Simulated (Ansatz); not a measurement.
**PbSe: single point with Ansatz**

System: PbSe (rock salt type), 2 atoms in the cell.

Ansatz input (lattice in Å, positions in fractions of it)
```yaml
crystal:
  lattice:
    - [0, 3.105, 3.105]
    - [3.105, 0, 3.105]
    - [3.105, 3.105, 0]
  atoms:
    - { symbol: Pb, position: [0, 0, 0] }
    - { symbol: Se, position: [0.5, 0.5, 0.5] }
kpoints:
  mp_grid: { grid: [6, 6, 6] }
hamiltonian:
  xc: pbe
  pseudopotentials:
    kind: all_electron
    nuclear_model: point
    lapw: { basis_error: "0.25 meV" }
scf:
  occupations: { method: fermi_dirac, width: 0.02 }
  convergence: { dr2_threshold: "1e-9 eV" }
  max_iter: 300
output:
  forces: true
  stress: true
  eigenvalues: true
magnetization:
  noncollinear: true
  spin_orbit: true
```

Method: Ansatz, PBE with spin–orbit coupling, all-electron LAPW, point nucleus.

What the run gave

```json
{
 "Pressure": "-2.8 kbar",
 "Smearing term TS": "0.4 meV/atom",
 "Electrons in bands": "60",
 "Irreducible k-points": "16",
 "CPU time": "about 110 core-seconds on a shared host"
}
```

Stress tensor in GPa, compression positive:
```
-0.28  0.00  0.00
 0.00 -0.28  0.00
 0.00  0.00 -0.28
```

The k-mesh is modest, so these values aren't fully converged in k.
